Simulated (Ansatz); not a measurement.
Relaxed BaSnO3 (cubic perovskite):

```xyz
5
Lattice="4.1313 0.0000 0.0000 0.0000 4.1313 0.0000 0.0000 0.0000 4.1313" Properties=species:S:1:pos:R:3 pbc="T T T"
Ba     0.0000     0.0000     0.0000
Sn     2.0656     2.0656     2.0656
O      0.0000     2.0656     2.0656
O      2.0656     2.0656     0.0000
O      2.0656     0.0000     2.0656
```

In this cell atom 2 (Sn, nearest neighbour O at 2.066 Å; its periodic images, 4.1 Å or more away, move with it) is moved by s along Cartesian x, unit vector (1.000, 0.000, 0.000); all other atoms and the cell stay fixed.

These are r2SCAN (plane waves to 500 eV, PAW, scalar-relativistic; Ansatz, a first-principles code) values and carry that method's errors. k mesh 7×7×7 (Γ-centred), Fermi-Dirac smearing 0.05 eV. E stands for the smeared free energy. Left out: 2 of 11 points, with atoms too close for the PAW data. BaSnO3 was relaxed with its symmetry unable to fall. The zero of ΔE is the undisplaced structure.

```tsv
s (Å)	ΔE (meV/cell)
-0.496	4140
-0.372	1816
-0.248	657
-0.124	143
0.000	0
0.124	143
0.248	657
0.372	1816
0.496	4140
```

**Question.** What force constant k = d²E/ds² at s = 0 does the table give?

**Answer.** 18 eV/Å². It is the second difference of the nearest points, corrected with the next pair.

**Question.** With k = 17.65 eV/Å² from the forces, is the well harmonic out to s = 0.496 Å?

**Answer.** ½ks² = 2171 meV/cell against the computed 4140 meV/cell, so the well is stiffer than harmonic there.

(For displaced atoms, the force is minus the slope of the energy, and its curvature is a force constant, which sets phonon frequencies.)
